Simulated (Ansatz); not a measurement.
# TiTe2: the cost of one run

Program: Ansatz 0.2.0. Level of theory: DFT PBE, scalar-relativistic, plane waves, PAW. These are calculated values, not measurements.

## (1) The structure to begin with

It takes space group P-3m1 (No. 164, trigonal). Conventional cell: a = 3.777 Å, b = 3.777 Å, c = 6.498 Å, α = 90.00°, β = 90.00°, γ = 120.00°. Ti (site symmetry -3m) is surrounded by 6 Te at 2.77 Å. Te (site symmetry 3m) has 3 Ti at 2.77 Å in its first shell of neighbours.

Structure file:

```cif
data_structure
_symmetry_space_group_name_H-M 'P-3m1'
_symmetry_Int_Tables_number 164
_cell_length_a 3.7770
_cell_length_b 3.7770
_cell_length_c 6.4980
_cell_angle_alpha 90.000
_cell_angle_beta 90.000
_cell_angle_gamma 120.000
_cell_volume 80.28
loop_
_atom_site_label
_atom_site_type_symbol
_atom_site_symmetry_multiplicity
_atom_site_Wyckoff_symbol
_atom_site_fract_x
_atom_site_fract_y
_atom_site_fract_z
_atom_site_occupancy
Ti1 Ti 1 a 0.00000 0.00000 0.00000 1
Te1 Te 2 d 0.66667 0.33333 0.26280 1
```

No relaxation comes first: the listed cell is the starting point.

## (2) The reference cell

Reference values: F = -16461.6789 eV; pressure 0.93 GPa; largest force 0.030 eV/Å; gap on the mesh none (metal). It was computed beforehand with the settings of the runs below.

## (3) Next: one atom moved over a plane

Atom 2 (Te) is moved by p along (0.000, 1.000, 0.000) and q along (0.000, 0.000, 1.000) (Å), all else fixed; its images in the other cells move with it. Points alike by symmetry are run once.

## (4) Point p = -0.300, q = -0.300

Contents of input.yaml:

```yaml
crystal:
  lattice:
    - [3.7770008876, 0.0, 0.0]
    - [-1.8885004438, 3.2709787188, 0.0]
    - [0.0, 0.0, 6.498]
  atoms:
    - { symbol: Ti, position: [0.0, 0.0, 0.0] }
    - { symbol: Te, position: [0.6208088324, 0.2416176648, 0.2166319483] }
    - { symbol: Te, position: [0.3333333333, 0.6666666667, 0.7372] }
basis:
  ecutwfc: 420
kpoints:
  mp_grid: { grid: [12, 12, 8] }
hamiltonian:
  xc: pbe
scf:
  occupations: { method: gaussian, width: 0.15 }
output:
  forces: true
  stress: true
  eigenvalues: true
```

Launch:

```console
$ ansatz run input.yaml --threads 1 --pin off --max-ram 2560MiB --backend cpu --events-out ev --progress --plain --runs-dir out
```

**Question.** How long does this run take on 1 thread of Arm Neoverse V1, shared host, and how much memory does it need?

About 60 s, with a peak of 0.75 GiB.
